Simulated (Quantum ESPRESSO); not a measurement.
# CdS: single point with PBE

The system is CdS.

```
Cd S
1.0
     0.17249    3.20234    2.78516
     3.32780   -0.31857    3.27623
     2.66691    3.03252    0.34231
Cd S
1 1
Direct
  0.02105 0.02671 0.03853
  0.72895 0.72329 0.71147
```

```yaml
Program: Quantum ESPRESSO 7.5
Task: single point
Functional: PBE
Potentials_or_basis: SSSP 1.3 efficiency PBE
Cutoff: 816 eV
Density_cutoff: 6531 eV
k_mesh: 8 × 7 × 9
Occupations: fermi-dirac, width 0.05 eV
Spin: no spin polarisation
```

- Pressure: 12.5 GPa
- Largest force: 5.076 eV/Å
- Band gap on the k mesh: 0.13 eV, indirect (least direct gap 0.21 eV)

Forces in eV/Å, atoms in the order of the input:
```
Cd  -1.265 -3.664  3.277
S    1.265  3.664 -3.277
```

Stress tensor (GPa, compression positive):
```
  9.71   7.20 -18.84
  7.20   7.07  -9.30
-18.84  -9.30  20.87
```

Levels at points of the mesh, in eV from the valence-band top:
| k point | band 7 | band 8 | band 9 | band 10 | band 11 | band 12 |
| --- | --- | --- | --- | --- | --- | --- |
| (0.00, 0.00, 0.00) | -1.90 | -1.05 | -0.45 | 0.13 | 5.19 | 6.73 |
| (-0.50, 0.00, 0.00) | -4.92 | -2.24 | -0.87 | 2.15 | 4.95 | 6.17 |

Wall time 7 min on 1 thread of Intel(R) Xeon(R) Platinum 8175M CPU @ 2.50GHz (Skylake/Cascade Lake), on a shared host, peak memory 0.42 GiB.

Caveat: an odd mesh through Γ misses points on the zone boundary, where band edges often lie; forces of over 1 eV/Å show positions far from the minimum, so gaps and moduli don't describe the material at rest.
